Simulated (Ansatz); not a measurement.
## Elastic constants of Sc2Al: input and output

Level of theory: DFT PBEsol, scalar-relativistic, plane waves, PAW (Ansatz).

Launched with:
```bash
ansatz run input.yaml --threads 2 --pin off --max-ram 6144MiB --backend cpu --events-out ev --progress --plain --runs-dir out
```

Input (bare energies are in eV):
```yaml
crystal:
  lattice:
    - [4.8509490997, 0.0, 0.0]
    - [-2.4254745498, 4.2010451528, 0.0]
    - [0.0, 0.0, 6.095658723]
  atoms:
    - { symbol: Sc, position: [0.0, 0.0, 0.0] }
    - { symbol: Sc, position: [0.0, 0.0, 0.5] }
    - { symbol: Sc, position: [0.3333333333, 0.6666666667, 0.75] }
    - { symbol: Sc, position: [0.6666666667, 0.3333333333, 0.25] }
    - { symbol: Al, position: [0.3333333333, 0.6666666667, 0.25] }
    - { symbol: Al, position: [0.6666666667, 0.3333333333, 0.75] }
basis:
  ecutwfc: 420
kpoints:
  mp_grid: { grid: [12, 12, 6] }
hamiltonian:
  xc: pbesol
scf:
  occupations: { method: fermi_dirac, width: 0.15 }
output:
  forces: true
  stress: true
  eigenvalues: true
elastic:
  mode: relaxed_ion
  amplitude: 0.005
  stencil: two_point
```

From the output:
```
--- Elastic constants: 3 strain directions × 2 members + reference (group order 24) ---
  dense FFT box of the reference and of every strained cell: 36×36×45
  strains applied: 11, 33, 23; error gains: componentwise 1.00 (the most a stress slope's error grows in a printed constant), spectral 1.41 (1 for all six strains in a standard setting)
  C = ∂σ_k/∂η_j (tension-positive GPa; Voigt order 11 22 33 23 13 12):
       143.210     59.261     27.700      0.000      0.000     -0.000
        59.261    143.210     27.700      0.000      0.000     -0.000
        27.709     27.709    145.787      0.000      0.000      0.000
         0.000      0.000      0.000     49.057      0.000      0.000
         0.000      0.000      0.000      0.000     49.057      0.000
         0.000     -0.000     -0.000      0.000      0.000     41.975
  reference stress σ⁰ (GPa):      0.002      0.002      0.001     -0.000     -0.000      0.000
  C* (energy form; C + prestress term) asymmetry max|C*_kj − C*_jk| = 7.690e-3 GPa — a small one proves nothing (zero by symmetry where the batch's group is 432, −43m or m−3m); a large one is finite-difference/SCF noise where every solve ...
  moduli (Voigt/Reuss/Hill, GPa): K = 73.51/73.02/73.26   G = 49.19/47.99/48.59   E = 119.38   ν = 0.228
  mechanically stable: yes (min eigenvalue of sym C = 41.97 GPa)
  the stresses are not corrected for the forces that the relaxations left standing (`elastic.f_tol`)
  strain η (Voigt 11):  stress-route row diagonal C_11 = 143.21 GPa, energy-path curvature d²(F+E_count+ΔE)/dδ²/Ω₀ = 143.21 GPa
         δ    σ_11 (GPa) F (eV) n_scf n_hpsi n_pw
    -5.000e-3      -0.7225       -9496.9558807      13  119494   2434   relax 5 steps, max|allowed force component| 1.30e-8 eV/Å
     5.000e-3       0.7096       -9496.9558883      12  113687   2458   relax 3 steps, max|allowed force component| 7.05e-6 eV/Å
  strain η (Voigt 33):  stress-route row diagonal C_33 = 145.79 GPa, energy-path curvature d²(F+E_count+ΔE)/dδ²/Ω₀ = 145.78 GPa
         δ    σ_33 (GPa) F (eV) n_scf n_hpsi n_pw
    -5.000e-3      -0.7404       -9496.9558475       9   49911   2444   relax 0 steps, max|allowed force component| 9.30e-18 eV/Å
     5.000e-3       0.7175       -9496.9558748       6   35076   2459   relax 0 steps, max|allowed force component| 4.63e-18 eV/Å
  strain η (Voigt 23):  stress-route row diagonal C_44 = 49.06 GPa, energy-path curvature d²(F+E_count+ΔE)/dδ²/Ω₀ = 49.06 GPa
         δ    σ_23 (GPa) F (eV) n_scf n_hpsi n_pw
    -5.000e-3      -0.2453       -9496.9567984      12  160452   2444   relax 3 steps, max|allowed force component| 1.59e-6 eV/Å
     5.000e-3       0.2453       -9496.9567984      12  160587   2444   relax 3 steps, max|allowed force component| 1.59e-6 eV/Å
```

Time: 2.8 min on 2 threads of AMD EPYC 9R45 96-Core Processor (Zen 5), with other jobs on the host, peak memory 1.1 GiB.

In a metal, frequencies and elastic constants depend on the k mesh and the smearing, soft modes and shear constants most.